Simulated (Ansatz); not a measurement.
Input of an Ansatz 0.2.0 run:

The input input.yaml:

```yaml
crystal:
  lattice:
    - [2.8107494552, 0.0, 0.0]
    - [0.0, 2.8107494552, 0.0]
    - [0.0, 0.0, 3.685]
  atoms:
    - { symbol: Au, position: [0.0, 0.0, 0.0] }
    - { symbol: Cu, position: [0.5, 0.5, 0.5] }
hamiltonian:
  xc: r2scan
  pseudopotentials: { kind: paw_fr }
magnetization:
  noncollinear: true
  spin_orbit: true
kpoints:
  mp_grid: { grid: [9, 9, 7] }
  band_path:
    path:
      - [[0.0, 0.0, 0.0], [0.0, 0.5, 0.0], [0.5, 0.5, 0.0], [0.0, 0.0, 0.0], [0.0, 0.0, 0.5], [0.0, 0.5, 0.5], [0.5, 0.5, 0.5], [0.0, 0.0, 0.5]]
      - [[0.0, 0.5, 0.0], [0.0, 0.5, 0.5]]
      - [[0.5, 0.5, 0.0], [0.5, 0.5, 0.5]]
    npoints: 14
scf:
  occupations: { method: fermi_dirac, width: 0.05 }
  n_extra_bands: 6
output:
  forces: true
  stress: true
  eigenvalues: true
  fatbands: false
```

Potentials or basis: Ansatz PAW.

Run with:

```sh
$ ansatz run input.yaml --threads 2 --pin off --max-ram 5632MiB --backend cpu --events-out ev --progress --plain --runs-dir out
```

Q: Predict the band gap on the k mesh.

A: None (metal or under the smearing width).

Q: Predict the pressure.

A: -1.5 GPa.

Levels at the corners of the path, in eV from the Fermi level:
```tsv
point	band 36	band 37	band 38	band 39	band 40	band 41
Γ	-1.67	-1.30	-1.30	2.11	2.11	8.46
X	-2.23	-0.90	-0.90	-0.10	-0.10	9.28
M	-1.22	0.22	0.22	1.07	1.07	5.37
Γ	-1.67	-1.30	-1.30	2.11	2.11	8.46
Z	-2.34	-2.30	-2.30	-2.03	-2.03	14.17
R	-1.52	-1.43	-1.43	-0.68	-0.68	2.77
A	-1.72	4.67	4.67	5.81	5.81	6.30
Z	-2.34	-2.30	-2.30	-2.03	-2.03	14.17
X	-2.23	-0.90	-0.90	-0.10	-0.10	9.28
R	-1.52	-1.43	-1.43	-0.68	-0.68	2.77
M	-1.22	0.22	0.22	1.07	1.07	5.37
A	-1.72	4.67	4.67	5.81	5.81	6.30
```

Caveat: the PAW data sets come from PBE, with cores solved anew for the run's functional, which leaves a small shift of forces and pressure.
